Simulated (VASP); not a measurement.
**From VASP inputs to Ansatz: Sn (diamond)**

INCAR

```
NBANDS = 21
LASPH = .TRUE.
ENCUT = 600
ISIF = 3
SIGMA = 0.02
LREAL = .FALSE.
NSW = 40
LWAVE = .FALSE.
NELM = 120
ISMEAR = -1
IBRION = 2
EDIFF = 1E-7
LCHARG = .FALSE.
EDIFFG = -5E-3
PREC = Accurate
GGA = PS
```

KPOINTS

```
KPOINTS created by Atomic Simulation Environment
0
Gamma
6 6 6
0 0 0
```

POSCAR

```
Sn
 1.0000000000000000
     0.0000000000000000    3.3291267655712278    3.3291267655712278
     3.3291267655712278    0.0000000000000000    3.3291267655712278
     3.3291267655712278    3.3291267655712278   -0.0000000000000000
 Sn
   2
Cartesian
 -0.0000000000000000 -0.0000000000000000 -0.0000000000000000
  1.6645633827856139  1.6645633827856139  1.6645633827856139
```

VASP ran with the recommended PBE PAW datasets (28 valence electrons in the cell).

Question: Write an Ansatz input for this cell and level of theory.

Answer: 

```yaml
crystal:
  lattice:
    - [0.0, 3.3291267656, 3.3291267656]
    - [3.3291267656, 0.0, 3.3291267656]
    - [3.3291267656, 3.3291267656, 0.0]
  atoms:
    - { symbol: Sn, position: [0.0, 0.0, 0.0] }
    - { symbol: Sn, position: [0.25, 0.25, 0.25] }
kpoints:
  mp_grid: { grid: [6, 6, 6] }
hamiltonian:
  xc: pbesol
scf:
  occupations: { method: fermi_dirac, width: 0.02 }
relax:
  f_tol: 0.005
  cell: {}
```

Other inputs would serve too.

```tsv
	VASP	Ansatz
relaxed cell vector lengths	4.626, 4.626, 4.626 Å	4.627, 4.627, 4.627 Å
relaxed cell volume	69.98 Å³	70.03 Å³
```

Datasets and cutoffs are each program's own. VASP's cell holds 28 valence electrons and Ansatz's 28.
